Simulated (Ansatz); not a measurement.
# MnO2: the cost of one run

Program: Ansatz 0.2.0. Level of theory: DFT r2SCAN+U, scalar-relativistic, plane waves, PAW. These are calculated values, not measurements.

### Step 1. Starting point

Symmetry: I4_1/amd, No. 141, tetragonal system. Conventional cell: a = 3.797 Å, b = 3.797 Å, c = 9.662 Å, α = 90.00°, β = 90.00°, γ = 90.00°. Ti (site symmetry -4m2) has 6 O at 1.95 to 1.99 Å as nearest neighbours. Around O (site symmetry 2mm) lie 3 Ti at 1.95 to 1.99 Å.

Coordinates:

```
Ti O
1.0
    -1.89828    1.89828    4.83112
     1.89828   -1.89828    4.83112
     1.89828    1.89828   -4.83112
Ti O
2 4
Cartesian
  0.0000 0.0000 0.0000
  0.0000 1.8983 2.4156
  0.0000 1.8983 4.4072
  0.0000 0.0000 1.9916
  0.0000 1.8983 0.4240
  0.0000 0.0000 7.6706
```

It goes back to an entry of the Materials Project.

It is the result of an earlier relaxation at this level (volume 11.61 Å³/atom; gap on the mesh: 3.13 eV).

### Step 2. Ti → Mn: the starting cell

The start of MnO2: fractional positions of relaxed TiO2, cell scaled by 0.954, a guess from tabulated radii. Atoms that may carry a moment start with parallel spins.

### Step 3. Probe: one point at the start (MnO2)

File input.yaml:

```yaml
crystal:
  lattice:
    - [-1.8108778361, 1.8108778361, 4.6086684655]
    - [1.8108778361, -1.8108778361, 4.6086684655]
    - [1.8108778361, 1.8108778361, -4.6086684655]
  atoms:
    - { symbol: Mn, position: [0.0, 0.0, 0.0], spin: 4.0 }
    - { symbol: Mn, position: [0.75, 0.25, 0.5], spin: 4.0 }
    - { symbol: O, position: [0.9561225872, 0.4561225872, 0.5] }
    - { symbol: O, position: [0.2061225872, 0.2061225872, 0.0] }
    - { symbol: O, position: [0.5438774128, 0.0438774128, 0.5] }
    - { symbol: O, position: [0.7938774128, 0.7938774128, 0.0] }
basis:
  ecutwfc: 500
kpoints:
  mp_grid: { grid: [8, 8, 8] }
hamiltonian:
  xc: r2scan
  hubbard: { sites: [{ species: Mn, l: d, u_eff: 3.9 }] }
scf:
  occupations: { method: gaussian, width: 0.1 }
  lower_state_search: "off"
output:
  forces: true
  stress: true
  eigenvalues: true
  populations: true
magnetization:
  spin_polarized: true
```

The run is started by

```bash
ansatz run input.yaml --threads 1 --pin off --max-ram 2560MiB --backend cpu --events-out ev --progress --plain --runs-dir out
```

What time and memory should one allow on 1 thread of Oxide Virtual Turin-like (Zen 5), shared host?

About 78 s, with a peak of 0.79 GiB.
